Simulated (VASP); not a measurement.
All values below come from vdW-DF2, VASP's PBE PAW potentials (set 64) (plane waves; VASP 6.6.1).

VASP input:

**POSCAR**
```
MgF2
1
    4.6891193738    -0.0000000000     0.0000000000
   -0.0000000000     4.6891193738     0.0000000000
    0.0000000000     0.0000000000     3.0961044698
Mg F
2 4
Direct
  0.0000000000   0.0000000000   0.0000000000
  0.5000000000   0.5000000000   0.5000000000
  0.3025895611   0.3025895611   0.0000000000
  0.8025895611   0.1974104389   0.5000000000
  0.1974104389   0.8025895611   0.5000000000
  0.6974104389   0.6974104389   0.0000000000
```

INCAR:
```
LASPH=.TRUE.   ! aspherical one-centre terms
ALGO=Normal   ! blocked Davidson
PREC=Accurate
EDIFFG=-0.02   ! ionic stop
NELM=100
EDIFF=1E-6
LREAL=.FALSE.   ! projection in real space or not
GGA=ML
AGGAC=0.0
NSW=60   ! most ionic steps
SYSTEM=MgF2
ZAB_VDW=-1.8867
ISIF=3
IBRION=2   ! conjugate gradients
LCHARG=.FALSE.
SIGMA=0.05   ! width (eV)
ENCUT=520
LWAVE=.FALSE.
LUSE_VDW=.TRUE.
ISMEAR=0   ! Gaussian
```

File KPOINTS:
```
Automatic
0
G
4 4 7
0 0 0
```

POTCAR, in this order: Mg F (PBE.64 set). Program: vasp_std.

What VASP printed:

OSZICAR:
```
       N       E                     dE             d eps       ncg     rms          rms(c)
DAV:   1     0.209081712404E+03    0.20908E+03   -0.18224E+04  1000   0.150E+03
DAV:   2    -0.165170682257E+02   -0.22560E+03   -0.21686E+03  1288   0.334E+02
DAV:   3    -0.265589833019E+02   -0.10042E+02   -0.10018E+02  1112   0.728E+01
DAV:   4    -0.266258809826E+02   -0.66898E-01   -0.66883E-01  1096   0.698E+00
DAV:   5    -0.266263063981E+02   -0.42542E-03   -0.42540E-03  1092   0.559E-01    0.119E+01
DAV:   6    -0.228219536630E+02    0.38044E+01   -0.16620E+01  1088   0.308E+01    0.304E+00
DAV:   7    -0.227736531755E+02    0.48300E-01   -0.18454E-01  1012   0.339E+00    0.185E+00
DAV:   8    -0.227277289907E+02    0.45924E-01   -0.64844E-02  1036   0.281E+00    0.148E-01
DAV:   9    -0.227278194426E+02   -0.90452E-04   -0.27880E-03  1108   0.383E-01    0.719E-02
DAV:  10    -0.227278237856E+02   -0.43430E-05   -0.53954E-04  1024   0.180E-01    0.160E-02
DAV:  11    -0.227278170975E+02    0.66880E-05   -0.46504E-05  1096   0.489E-02    0.412E-03
DAV:  12    -0.227278165395E+02    0.55805E-06   -0.19597E-06   784   0.109E-02
   1 F= -.22727817E+02 E0= -.22727817E+02  d E =-.227278E+02
```

OUTCAR:
```
------------------------ aborting loop because EDIFF is reached ----------------------------------------
  FORCE on cell =-STRESS in cart. coord.  units (eV):
  Direction    XX          YY          ZZ          XY          YZ          ZX
  --------------------------------------------------------------------------------------
  Total        0.0813111      0.0813111     -0.0068350      0.0000000      0.0000000      0.0000000
  in kB        1.9136492      1.9136492     -0.1608620      0.0000000      0.0000000      0.0000000
  external PRESSURE =       1.2221454 kB  Pullay stress =       0.0000000 kB
  volume of cell :       68.08
      direct lattice vectors                 reciprocal lattice vectors
     4.689119374  0.000000000  0.000000000     0.213259659  0.000000000  0.000000000
     0.000000000  4.689119374  0.000000000     0.000000000  0.213259659  0.000000000
     0.000000000  0.000000000  3.096104470     0.000000000  0.000000000  0.322986517
 POSITION                                       TOTAL-FORCE (eV/Angst)
 -----------------------------------------------------------------------------------
      0.00000      0.00000      0.00000        -0.000000      0.000000     -0.000000
      2.34456      2.34456      1.54805        -0.000000      0.000000     -0.000000
      1.41888      1.41888      0.00000         0.008050      0.008050     -0.000000
      3.76344      0.92568      1.54805         0.008050     -0.008050      0.000000
      0.92568      3.76344      1.54805        -0.008050      0.008050     -0.000000
      3.27024      3.27024      0.00000        -0.008050     -0.008050      0.000000
 -----------------------------------------------------------------------------------
    total drift:                                0.000000     -0.000000      0.000000
  FREE ENERGIE OF THE ION-ELECTRON SYSTEM (eV)
  ---------------------------------------------------
  free  energy   TOTEN  =       -22.7278165395 eV

  energy  without entropy=      -22.7278165395  energy(sigma->0) =      -22.72781654

 reached required accuracy - stopping structural energy minimisation
```
(Selected blocks of OUTCAR.)

The compound is MgF2 in the rutile structure. It was relaxed first. The start is the result of an earlier pass.
